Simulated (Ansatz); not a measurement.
# KTaO3 (Pm-3m) in Ansatz: a series of runs, part 2 of 2

Ansatz 0.2.0. The steps go on from the part before.

## 3. Relaxation of cell and atoms, r2SCAN+U

Input file input.yaml:

```yaml
crystal:
  lattice:
    - [3.9883, 0.0, 0.0]
    - [0.0, 3.9883, 0.0]
    - [0.0, 0.0, 3.9883]
  atoms:
    - { symbol: Ta, position: [0.0, 0.0, 0.0] }
    - { symbol: K, position: [0.5, 0.5, 0.5] }
    - { symbol: O, position: [0.0, 0.0, 0.5] }
    - { symbol: O, position: [0.0, 0.5, 0.0] }
    - { symbol: O, position: [0.5, 0.0, 0.0] }
hamiltonian:
  xc: r2scan
  pseudopotentials: { kind: paw }
  hubbard: { sites: [{ species: Ta, l: d, u_eff: 5.0 }] }
kpoints:
  mp_grid: { grid: [7, 7, 7] }
scf:
  occupations: { method: fermi_dirac, width: 0.05 }
output:
  forces: true
  stress: true
  eigenvalues: true
  write_density: true
  write_potential: true
  elf: true
  volumetric_format: npy
relax:
  f_tol: 0.01
  max_steps: 40
  cell: { stress_tol: 0.05 }
```

Potentials or basis: Ansatz PAW.

Started as:

```sh
$ ansatz run input.yaml --threads 2 --pin off --max-ram 5632MiB --backend cpu --events-out ev --progress --plain --runs-dir out
```

The program printed:

```text
Warning: RAYON_NUM_THREADS=2 ignored (pool sized by the plan → 2); use --threads N
Ta: projections on atomic orbitals take those of the free atom [Kr 4d10 4f14] 5s2 5p6 5d3 6s2, of charge +0.00 (hamiltonian.pseudopotentials.projection_atoms); the dataset's partial waves leave at most 6.0e-5 of an orbital's norm unspanned inside its sphere
K: projections on atomic orbitals take those of the free atom [Ne] 3s2 3p6 4s1, of charge +0.00 (hamiltonian.pseudopotentials.projection_atoms); the dataset's partial waves leave at most 2.3e-7 of an orbital's norm unspanned inside its sphere
O: projections on atomic orbitals take those of the free atom [He] 2s2 2p4, of charge +0.00 (hamiltonian.pseudopotentials.projection_atoms); the dataset's partial waves leave at most 1.9e-8 of an orbital's norm unspanned inside its sphere
Engine: ansatz 0.2.0, aarch64-unknown-linux-gnu
Pseudopotentials: kind: paw
Pseudopotential: Ta, paw, valence charge 13, recommended cutoff 500 eV (meta_gga), Ta.paw.azcp
Pseudopotential: K, paw, valence charge 9, recommended cutoff 500 eV (meta_gga), K.paw.azcp
Pseudopotential: O, paw, valence charge 6, recommended cutoff 500 eV (meta_gga), O.paw.azcp
Functional definition: r2SCAN
  parameter k0 = 0.174
  parameter k1 = 0.065
  parameter a1 = 4.9479
  exchange = r2scan_x(k0 = k0, k1 = k1, a1 = a1)
[... 93 lines left out ...]
  atom   3  O     -0.00000000    -0.00000000     0.00000000
  atom   4  O     -0.00000000    -0.00000000     0.00000000
  atom   5  O      0.00000000     0.00000000    -0.00000000
  max |Σ_I F_I| component: 3.35e-30 eV/Å
--- Stress (GPa, compression-positive) ---
       -0.010669      -0.000000       0.000000
       -0.000000      -0.010669      -0.000000
        0.000000      -0.000000      -0.010669
  P = ⅓ Tr σ = -0.0107 GPa (-0.107 kbar)
--- Band table (eV; the first three rows and the last of 20) ---
  k-point 0: bands = ["-61.8739", "-27.5834", "-27.5834", "-27.5834", "-19.9876", "-10.0500", "-9.1929", "-9.1929", "-2.7732", "-2.7732", "-2.7732", "5.8901", "5.8901", "5.8901", "7.4164", "7.4164", "7.4164", "7.8092", "7.8092", "7.8092", "11.8542", "11.8542", "11.8542", "15.4841", "15.4841"]
  k-point 1: bands = ["-61.8738", "-27.5991", "-27.5828", "-27.5828", "-19.9827", "-9.9886", "-9.1898", "-9.1022", "-2.7633", "-2.7633", "-2.7486", "5.3788", "5.8889", "5.8889", "7.1960", "7.1960", "7.2972", "7.3256", "7.7238", "7.7238", "11.8795", "12.3398", "12.3398", "15.4923", "15.9376"]
  k-point 2: bands = ["-61.8729", "-27.6348", "-27.5814", "-27.5814", "-19.9718", "-9.9023", "-9.1827", "-8.8196", "-2.7410", "-2.7410", "-2.6928", "4.0884", "5.9036", "5.9036", "6.6824", "6.7049", "6.7049", "7.1317", "7.6328", "7.6328", "11.9378", "13.3716", "13.3716", "15.5107", "16.6592"]
  k-point 19: bands = ["-61.8728", "-27.6567", "-27.6564", "-27.6564", "-19.9321", "-8.5661", "-8.4977", "-8.4977", "-2.9538", "-2.9538", "-2.9204", "2.9297", "3.1819", "3.1819", "4.8408", "4.9165", "4.9165", "8.3995", "8.3995", "8.4525", "15.3539", "15.4074", "15.4074", "18.2111", "18.2111"]
Occupation matrices written to <dir>
--- Relaxed structure (3 steps of the walk, 3 accepted, 1 SCFs on fresh bases) ---
  F+E_penalty+E_count = -13194.42123576 eV   max|allowed force component| = 2.485e-30 eV/Å   (the final SCF, on the basis selected at the relaxed cell)
  cell:  # Å, volume = 64.0342 Å³
    - [4.00071294073283, -5.456801509097168e-34, 3.209883240645393e-35]
    - [-5.456801509097168e-34, 4.00071294073283, 0.0]
    - [3.209883240645393e-35, 0.0, 4.00071294073283]
  atoms:
    - { symbol: Ta, position: [1.609649846032205e-36, -1.4084436153554496e-36, 2.2635700961391935e-37] }
    - { symbol: K, position: [0.5, 0.5, 0.5] }
    - { symbol: O, position: [2.6156809999064128e-36, -1.4084436153559072e-36, 0.5] }
    - { symbol: O, position: [4.62774330756331e-36, 0.5, 2.263570096102594e-37] }
    - { symbol: O, position: [0.5, -3.420505923010089e-36, 2.2635700961025984e-37] }
```

v_z.tsv:

```text
# z_ang	v_es[eV]	v_tot[eV]
# format = ansatz-planar-average/11
# xc	r2scan
# density_cutoff_ev	2000
# datasets	Ta=:simpson_from_first_knot:soft:shift=0	K=:simpson_from_first_knot:soft:shift=0	O=:simpson_from_first_knot:soft:shift=0
# lattice	4.000712941	-0.000000000	0.000000000
# lattice	-0.000000000	4.000712941	0.000000000
# lattice	0.000000000	0.000000000	4.000712941
# sites	5
# site	73	0.000000000	-0.000000000	0.000000000
# site	19	2.000356470	2.000356470	2.000356470
# site	8	0.000000000	-0.000000000	2.000356470
# site	8	-0.000000000	2.000356470	0.000000000
# site	8	2.000356470	-0.000000000	0.000000000
0.000000	-5.545156e0	-2.129383e1
0.133357	-4.803192e0	-2.038848e1
0.266714	-2.759740e0	-1.779061e1
0.400071	1.291915e-1	-1.379978e1
0.533428	3.421231e0	-9.027165e0
0.666785	6.486167e0	-4.336518e0
0.800143	8.410236e0	-9.391192e-1
0.933500	9.577538e0	1.101002e0
1.066857	1.024566e1	2.048806e0
1.200214	1.023902e1	1.686724e0
1.333571	9.454387e0	6.359328e-2
1.466928	7.854858e0	-2.483911e0
1.600285	6.089427e0	-5.161711e0
1.733642	4.565306e0	-7.397435e0
1.866999	3.521888e0	-8.834948e0
2.000356	3.147210e0	-9.315373e0
2.133714	3.521888e0	-8.834948e0
2.267071	4.565306e0	-7.397435e0
2.400428	6.089427e0	-5.161711e0
2.533785	7.854858e0	-2.483911e0
2.667142	9.454387e0	6.359328e-2
2.800499	1.023902e1	1.686724e0
2.933856	1.024566e1	2.048806e0
3.067213	9.577538e0	1.101002e0
3.200570	8.410236e0	-9.391192e-1
3.333927	6.486167e0	-4.336518e0
3.467285	3.421231e0	-9.027165e0
3.600642	1.291915e-1	-1.379978e1
3.733999	-2.759740e0	-1.779061e1
3.867356	-4.803192e0	-2.038848e1
```

It took 14 s on 2 threads of Arm Neoverse V1, shared host; peak memory 0.51 GiB.

Results:

```yaml
Free_energy: -13194.4212 eV
Relaxed_volume: 12.81 Å³/atom
Relaxed_cell: a = 4.001 Å, b = 4.001 Å, c = 4.001 Å, α = 90.00°, β = 90.00°, γ = 90.00°
Space_group_after_relaxing_to_0.05_Å: Pm-3m (No. 221)
Energy_gained_by_relaxing: 0.7 meV/atom
Ionic_steps: 4
Pressure_after_relaxing: 0.0 GPa
Band_gap_on_the_k_mesh: 3.40 eV, indirect (least direct gap 4.05 eV)
```

The path:
```
step  energy change (eV)  largest force (eV/Å)  volume (Å³)
   1              0.0000                0.0000        63.44
   2             -0.0030                0.0000        64.18
   3             -0.0033                0.0000        64.03
   4             -0.0036                0.0000        64.03
```

Final structure:
```xyz
5
Lattice="4.0007 0.0000 0.0000 0.0000 4.0007 0.0000 0.0000 0.0000 4.0007" Properties=species:S:1:pos:R:3 pbc="T T T"
Ta    0.0000    0.0000    0.0000
K     2.0004    2.0004    2.0004
O     0.0000    0.0000    2.0004
O     0.0000    2.0004    0.0000
O     2.0004    0.0000    0.0000
```

Levels at points of the mesh, in eV from the valence-band top:
```csv
k point,band 18,band 19,band 20,band 21,band 22,band 23
"(0.00, 0.00, 0.00)",-0.64,-0.64,-0.64,3.40,3.40,3.40
```

Eigenvalues of the final occupation matrices:
```
  site  spin  trace               eigenvalues
site 1     1   1.33  0.23 0.23 0.23 0.33 0.33
```

Caveat: odd divisions of the mesh miss points on the zone boundary, where band edges often lie, so the gap on the mesh can be too wide; the plane-wave basis is chosen anew once the cell has moved, so the energies of steps on either side of that aren't comparable; spin-orbit coupling is left out, which moves the levels of the heavy elements; the PAW data sets come from PBE, with cores solved anew for the run's functional, which leaves a small shift of forces and pressure. A k mesh can miss the band edges.

## 4. Relaxation of cell and atoms, r2SCAN+U

input.yaml: that of step 3 with these lines changed.

```diff
@@ -14,3 +14,3 @@
   pseudopotentials: { kind: paw }
-  hubbard: { sites: [{ species: Ta, l: d, u_eff: 5.0 }] }
+  hubbard: { sites: [{ species: Ta, l: d, u_eff: 6.0 }] }
 kpoints:
@@ -23,6 +23,2 @@
   eigenvalues: true
-  write_density: true
-  write_potential: true
-  elf: true
-  volumetric_format: npy
 relax:
```

Potentials or basis: Ansatz PAW.

Started as:

```sh
$ ansatz run input.yaml --threads 2 --pin off --max-ram 5632MiB --backend cpu --events-out ev --progress --plain --runs-dir out
```

The program printed:

```text
Warning: RAYON_NUM_THREADS=2 ignored (pool sized by the plan → 2); use --threads N
Ta: projections on atomic orbitals take those of the free atom [Kr 4d10 4f14] 5s2 5p6 5d3 6s2, of charge +0.00 (hamiltonian.pseudopotentials.projection_atoms); the dataset's partial waves leave at most 6.0e-5 of an orbital's norm unspanned inside its sphere
K: projections on atomic orbitals take those of the free atom [Ne] 3s2 3p6 4s1, of charge +0.00 (hamiltonian.pseudopotentials.projection_atoms); the dataset's partial waves leave at most 2.3e-7 of an orbital's norm unspanned inside its sphere
O: projections on atomic orbitals take those of the free atom [He] 2s2 2p4, of charge +0.00 (hamiltonian.pseudopotentials.projection_atoms); the dataset's partial waves leave at most 1.9e-8 of an orbital's norm unspanned inside its sphere
[... 11 set-up lines as earlier in the session ...]
Crystal: 5 atoms, lattice volume = 63.440 Å³
Basis set: ecut = 500 eV, 1575 PW (Γ), exchange–correlation on 120×120×120 points (64 copies of the dense FFT grid, shifted against one another)
Bands: 25, of which v1, the nominal top of the filled ones, is band 20 counted from 1 (19 counted from 0)
[... 2 set-up lines as earlier in the session ...]
k-points: 20 of 343
[... 13 set-up lines as earlier in the session ...]
SCF iter   1: F=—  HF=-13193.892252 eV  |F-HF|=—  |Δ(HF+E_count)|=         —  Δρ=7.07e-2  dr2=3.57e0  dr2_τ=5.37e-1  ethr=3.10e-3  ⟨swp⟩=6.5  Hψ=2533  notcnv=0
preconditioner: auto → Resta (q_TF=auto, 2.526 Å⁻¹)  ε∞=3.8  [insulator: Δε(μ)=4.473 eV  Ē_g=15.222 eV  σ=0.050 eV  W_gap=1.00  n_scr=18 (ndim 8)  ℏωp=25.5 eV  f_vac=0.000  D(μ)=0.00/eV (n_scr^D=0)  ε∞_Penn≈3.8]
SCF iter   2: F=—  HF=-13193.453162 eV  |F-HF|=—  |Δ(HF+E_count)|=   4.39e-1  Δρ=3.78e-2  dr2=7.08e-1  dr2_τ=1.19e-1  ethr=3.10e-3  ⟨swp⟩=3.0  Hψ=1097  notcnv=0  defer=20
SCF iter   3: F=—  HF=-13193.456665 eV  |F-HF|=—  |Δ(HF+E_count)|=   3.50e-3  Δρ=1.34e-2  dr2=1.14e-1  dr2_τ=1.33e-2  ethr=1.77e-3  ⟨swp⟩=2.7  Hψ=977  notcnv=0  defer=20
SCF iter   4: F=—  HF=-13193.457938 eV  |F-HF|=—  |Δ(HF+E_count)|=   1.27e-3  Δρ=3.87e-3  dr2=6.19e-3  dr2_τ=1.01e-3  ethr=2.85e-4  ⟨swp⟩=3.1  Hψ=949  notcnv=0  defer=20
SCF iter   5: F=—  HF=-13193.459338 eV  |F-HF|=—  |Δ(HF+E_count)|=   1.40e-3  Δρ=6.72e-4  dr2=2.45e-4  dr2_τ=5.72e-5  ethr=1.55e-5  ⟨swp⟩=3.1  Hψ=1011  notcnv=0  defer=20
SCF iter   6: F=—  HF=-13193.459440 eV  |F-HF|=—  |Δ(HF+E_count)|=   1.02e-4  Δρ=1.50e-4  dr2=8.73e-6  dr2_τ=2.26e-6  ethr=6.13e-7  ⟨swp⟩=2.2  Hψ=747  notcnv=0  defer=20
SCF iter   7: F=—  HF=-13193.459447 eV  |F-HF|=—  |Δ(HF+E_count)|=   7.15e-6  Δρ=1.69e-5  dr2=1.27e-7  dr2_τ=1.77e-8  ethr=2.18e-8  ⟨swp⟩=2.0  Hψ=807  notcnv=0  defer=20
SCF iter   8: F=-13193.459447 eV  HF=-13193.459447 eV  |F-HF|=6.15e-10  |Δ(HF+E_count)|=   1.16e-7  Δρ=1.89e-6  dr2=1.54e-9  dr2_τ=2.28e-10  ethr=2.50e-10  ⟨swp⟩=11.2  Hψ=2347  notcnv=0
[... 34 lines left out ...]
SCF 4 converged in 6 iterations: F = -13193.464729 eV  dr2 = 2.76e-12
relax step   4: F+E_penalty+E_count = -13193.46472858 eV  Δ(F+E_penalty+E_count) = -3.449e-4 eV  max|allowed force component| = 3.182e-30 eV/Å  Δτ_max = 0.0000 Å  P = -0.016 GPa  Ω = 64.163 Å³  stress off target by 1.56e-2 GPa  SCF on the basis re-selected at this cell (its energy is not comparable with the rows above)  (6 SCF iters)
basis re-selected at this cell: Δ(F+E_penalty+E_count) = -3.449e-4 eV, ΔP = -0.004 GPa vs the last step (what re-selecting the basis moved, of the pressure what is left beyond the Pulay correction that the steps carried, after the strain that the cell walked since its last selection, with what the two solves' SCF thresholds leave and, on support functions, any second-order correction that the steps lacked; it is no measure of the basis error at this ecutwfc). This SCF's stress stands 1.56e-2 GPa from its target on what of the cell is left free (relax.cell.stress_tol is 5.00e-2 GPa) and its largest allowed force component is 3.18e-30 eV/Å (relax.f_tol is 1.00e-2 eV/Å): within both
SCF converged after 6 iterations
Free energy (F): -13193.464729 eV
Harris-Foulkes:  -13193.464729 eV  (|F-HF|=0.00e0)
Internal energy: -13193.464729 eV  (E = F + TS)
E sigma→0 (E₀):  -13193.464729 eV
Fermi energy:    10.305313 eV
--- Per-component energies (eV) ---
  E_band       = -293.197761
  E_kinetic    = 1148.693466
  E_local      = -2233.497962  (includes V_loc(G=0)·N_el)
  E_nonlocal   = 167.518980
  E_hartree    = 780.508820
  E_xc         = -559.969768
  E_vxc        = -726.468937  (∫ρ·V_xc dr)
  E_hubbard    = 5.697859  (on-site DFT+U / exact-exchange correction)
  E_vhub       = 3.575217  (the Hubbard potential's part of the band-sum identity)
  E_paw        = -9690.666657  (= ΣΔE_a)
  E_vpaw       = -256.250902  (= ΣTr[D̂ρ^β])
  E_aug_tail   = 0.003089  (compensation charges beyond the density's cutoff)
  E_vtau       = 42.211694  (kinetic-family band-sum trace: ∫τ·v_τ [+ j·A + Jᵃ·Aᵃ] dr)
  E_ewald      = -2810.704267
  E_core_change = -1.048288  (= ΣΔE_core)
  E_smearing   = -0.000000  (= −TS)
  E_closure    = 0.000000  (closes the sum)
  Σ components = -13193.464729   (vs F -13193.464729, Δ=0.00e0)
--- Forces (eV/Å), atoms counted from 1 ---
  atom   1  Ta     0.00000000     0.00000000    -0.00000000
  atom   2  K     -0.00000000    -0.00000000     0.00000000
  atom   3  O      0.00000000     0.00000000     0.00000000
  atom   4  O     -0.00000000    -0.00000000    -0.00000000
  atom   5  O     -0.00000000    -0.00000000     0.00000000
  max |Σ_I F_I| component: 4.63e-30 eV/Å
--- Stress (GPa, compression-positive) ---
       -0.015610      -0.000000       0.000000
       -0.000000      -0.015610      -0.000000
        0.000000      -0.000000      -0.015610
  P = ⅓ Tr σ = -0.0156 GPa (-0.156 kbar)
--- Band table (eV; the first three rows and the last of 20) ---
  k-point 0: bands = ["-62.0807", "-27.7692", "-27.7692", "-27.7692", "-19.9933", "-10.0338", "-9.1358", "-9.1358", "-2.7788", "-2.7788", "-2.7788", "5.8837", "5.8837", "5.8837", "7.4393", "7.4393", "7.4393", "7.8207", "7.8207", "7.8207", "12.0541", "12.0541", "12.0541", "15.4522", "15.4522"]
  k-point 1: bands = ["-62.0806", "-27.7843", "-27.7686", "-27.7686", "-19.9885", "-9.9717", "-9.1328", "-9.0500", "-2.7684", "-2.7684", "-2.7543", "5.3707", "5.8856", "5.8856", "7.2321", "7.2321", "7.3139", "7.3483", "7.7377", "7.7377", "12.0789", "12.5176", "12.5176", "15.4619", "15.9083"]
  k-point 2: bands = ["-62.0795", "-27.8186", "-27.7672", "-27.7672", "-19.9777", "-9.8782", "-9.1261", "-8.7855", "-2.7450", "-2.7450", "-2.6987", "4.0884", "5.9073", "5.9073", "6.7009", "6.7606", "6.7606", "7.1540", "7.6457", "7.6457", "12.1360", "13.5165", "13.5165", "15.4835", "16.6290"]
  k-point 19: bands = ["-62.0796", "-27.8399", "-27.8396", "-27.8396", "-19.9375", "-8.5541", "-8.4828", "-8.4828", "-2.9497", "-2.9497", "-2.9177", "2.9076", "3.2152", "3.2152", "4.9302", "5.0044", "5.0044", "8.4243", "8.4243", "8.4777", "15.4246", "15.4779", "15.4779", "18.1929", "18.1929"]
Occupation matrices written to <dir>
--- Relaxed structure (3 steps of the walk, 3 accepted, 1 SCFs on fresh bases) ---
  F+E_penalty+E_count = -13193.46472858 eV   max|allowed force component| = 3.182e-30 eV/Å   (the final SCF, on the basis selected at the relaxed cell)
  cell:  # Å, volume = 64.1628 Å³
    - [4.003388051765534, 2.5716681744389456e-34, 2.5679065925163143e-34]
    - [2.5716681744389456e-34, 4.003388051765534, 7.222237291452134e-35]
    - [2.5679065925163143e-34, 7.222237291452134e-35, 4.003388051765534]
  atoms:
    - { symbol: Ta, position: [-1.0060311537241507e-37, 5.030155768556709e-38, -2.5150778845684006e-37] }
    - { symbol: K, position: [0.5, 0.5, 0.5] }
    - { symbol: O, position: [9.054280384487182e-37, 5.5331713461031885e-37, 0.5] }
    - { symbol: O, position: [-1.0060311539025889e-37, 0.5, -2.5150778845500947e-37] }
    - { symbol: O, position: [0.5, -4.52714019222718e-37, -2.5150778845546785e-37] }
```

Run time: 13 s. Hardware: 2 threads of Arm Neoverse V1, shared host; peak memory 0.51 GiB.

Results:

```
Free energy                            : -13193.4647 eV
Relaxed volume                         : 12.83 Å³/atom
Relaxed cell                           : a = 4.003 Å, b = 4.003 Å, c = 4.003 Å, α = 90.00°, β = 90.00°, γ = 90.00°
Space group after relaxing (to 0.05 Å) : Pm-3m (No. 221)
Energy gained by relaxing              : 1.1 meV/atom
Ionic steps                            : 4
Pressure after relaxing                : 0.0 GPa
Band gap on the k mesh                 : 3.58 eV, indirect (least direct gap 4.23 eV)
```

Step by step:
| step | energy change (eV) | largest force (eV/Å) | volume (Å³) |
| --- | --- | --- | --- |
| 1 | 0.0000 | 0.0000 | 63.44 |
| 2 | -0.0045 | 0.0000 | 64.34 |
| 3 | -0.0049 | 0.0000 | 64.16 |
| 4 | -0.0053 | 0.0000 | 64.16 |

Final structure:
```cif
data_structure
_symmetry_space_group_name_H-M 'P 1'
_symmetry_Int_Tables_number 1
_cell_length_a 4.0034
_cell_length_b 4.0034
_cell_length_c 4.0034
_cell_angle_alpha 90.000
_cell_angle_beta 90.000
_cell_angle_gamma 90.000
_cell_volume 64.16
loop_
_atom_site_label
_atom_site_type_symbol
_atom_site_fract_x
_atom_site_fract_y
_atom_site_fract_z
_atom_site_occupancy
Ta1 Ta 0.00000 0.00000 0.00000 1
K1 K 0.50000 0.50000 0.50000 1
O1 O 0.00000 0.00000 0.50000 1
O2 O 0.00000 0.50000 0.00000 1
O3 O 0.50000 0.00000 0.00000 1
```

Eigenvalues of the final occupation matrices:
| site | spin | trace | eigenvalues |
| --- | --- | --- | --- |
| site 1 | 1 | 1.30 | 0.22 0.22 0.22 0.33 0.33 |

Caveat: odd divisions of the mesh miss points on the zone boundary, where band edges often lie, so the gap on the mesh can be too wide; the plane-wave basis is chosen anew once the cell has moved, so the energies of steps on either side of that aren't comparable; spin-orbit coupling is left out, which moves the levels of the heavy elements; the PAW data sets come from PBE, with cores solved anew for the run's functional, which leaves a small shift of forces and pressure. Zero-point motion and thermal expansion aren't in these numbers.

## 5. Summary

| U | gap on the mesh (eV) | pressure (GPa) | relaxed volume (Å³/atom) |
| --- | --- | --- | --- |
| Ta d U = 4 eV | 3.24 | 0.0 | 12.78 |
| Ta d U = 5 eV | 3.40 | 0.0 | 12.81 |
| Ta d U = 6 eV | 3.58 | 0.0 | 12.83 |

Alike in all rows: task relaxation of cell and atoms; level r2SCAN+U; potentials or basis Ansatz PAW; no spin polarisation; cell relaxed; k mesh 7 × 7 × 7; cutoff (eV) 500; smearing fermi-dirac 0.05 eV.

Caveats: odd divisions of the mesh miss points on the zone boundary, where band edges often lie, so the gap on the mesh can be too wide; the plane-wave basis is chosen anew once the cell has moved, so the energies of steps on either side of that aren't comparable; spin-orbit coupling is left out, which moves the levels of the heavy elements; the PAW data sets come from PBE, with cores solved anew for the run's functional, which leaves a small shift of forces and pressure.

Absolute energies hang on the potentials; compare differences alone.
